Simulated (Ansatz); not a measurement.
What a trial cell of Ir relaxes into

All numbers below come from DFT PBE, scalar-relativistic, plane waves, PAW (Ansatz 0.2.0).

Ir was placed on the dhcp structure type (P6_3/mmc, No. 194), at a guessed volume.

The final relaxation ran on this input, with the default PAW datasets:

```yaml
crystal:
  lattice:
    - [2.7463478876, 0.0, 0.0]
    - [-1.3731739438, 2.3784070383, 0.0]
    - [0.0, 0.0, 8.8977182189]
  atoms:
    - { symbol: Ir, position: [0.0, 0.0, 0.0] }
    - { symbol: Ir, position: [0.0, 0.0, 0.5] }
    - { symbol: Ir, position: [0.3333333333, 0.6666666667, 0.75] }
    - { symbol: Ir, position: [0.6666666667, 0.3333333333, 0.25] }
basis:
  ecutwfc: 420
kpoints:
  mp_grid: { grid: [21, 21, 6] }
hamiltonian:
  xc: pbe
scf:
  occupations: { method: gaussian, width: 0.1 }
output:
  forces: true
  stress: true
  eigenvalues: true
relax:
  adjacent_minimum: "off"
  f_tol: 0.01
  max_steps: 80
  cell: { stress_tol: 0.05 }
```

It can be run as:

```bash
ansatz run input.yaml --threads 1 --pin off --backend cpu --events-out ev --progress --plain --runs-dir out  # memory cap (--max-ram) not shown
```

The program printed at the end:

```
SCF converged after 8 iterations
Free energy (F): -47741.109690 eV
Harris-Foulkes:  -47741.109690 eV  (|F-HF|=7.28e-12)
Internal energy: -47741.090446 eV  (E = F + TS)
E sigma→0 (E₀):  -47741.100068 eV
Entropy (-TS):   -0.019244 eV (-4.811 meV/atom)
Fermi energy:    25.013558 eV
--- Per-component energies (eV) ---
  E_band       = -378.432557
  E_kinetic    = 2489.659700
  E_local      = -4376.152385  (includes V_loc(G=0)·N_el)
  E_nonlocal   = 290.067665
  E_hartree    = 1672.274012
  E_xc         = -1071.228124
  E_vxc        = -1199.526939  (∫ρ·V_xc dr)
  E_paw        = -36893.297253  (= ΣΔE_a)
  E_vpaw       = -927.028840  (= ΣTr[D̂ρ^β])
  E_aug_tail   = 0.000219  (compensation charges beyond the density's cutoff)
  E_ewald      = -9852.414280
  E_smearing   = -0.019244  (= −TS)
  E_closure    = 0.000000  (closes the sum)
  Σ components = -47741.109690   (vs F -47741.109690, Δ=0.00e0)
--- Forces (eV/Å), atoms counted from 1 ---
  atom   1  Ir     0.00000000     0.00000000     0.00000000
  atom   2  Ir     0.00000000     0.00000000     0.00000000
  atom   3  Ir     0.00000000     0.00000000     0.00000000
  atom   4  Ir     0.00000000     0.00000000     0.00000000
  max |Σ_I F_I| component: 1.85e-17 eV/Å
--- Stress (GPa, compression-positive) ---
        0.021335       0.000000       0.000000
        0.000000       0.021335       0.000000
        0.000000       0.000000       0.013049
  P = ⅓ Tr σ = 0.0186 GPa (0.186 kbar)
--- Relaxed structure (4 steps of the walk, 3 accepted, 1 SCFs on fresh bases) ---
  F+E_penalty+E_count = -47741.10968986 eV   max|allowed force component| = 5.320e-17 eV/Å   (the final SCF, on the basis selected at the relaxed cell)
  cell:  # Å, volume = 58.0983 Å³
    - [2.739745, 0.0, 0.0]
    - [-1.369873, 2.372689, 0.0]
    - [0.0, 0.0, 8.937424]
  atoms:
    - { symbol: Ir, position: [0.000000, 0.000000, 0.0] }
    - { symbol: Ir, position: [0.000000, 0.000000, 0.5] }
    - { symbol: Ir, position: [0.333333, 0.666667, 0.750000] }
    - { symbol: Ir, position: [0.666667, 0.333333, 0.25] }
```

Absolute energies hang on the potentials; compare differences alone.

The result has space group P6_3/mmc (No. 194). Ir on Wyckoff site a (2 atoms of the primitive cell) has 12 Ir at 2.74 Å; around Ir on Wyckoff site d (2 atoms of the primitive cell) lie 12 Ir at 2.74 Å.

It lies 0.04 eV/atom above the element's standard state at the same level.

For metals, differences of a few meV/atom aren't resolved. Spin–orbit coupling is left out.

A structure relaxed within its symmetry needn't be a true minimum.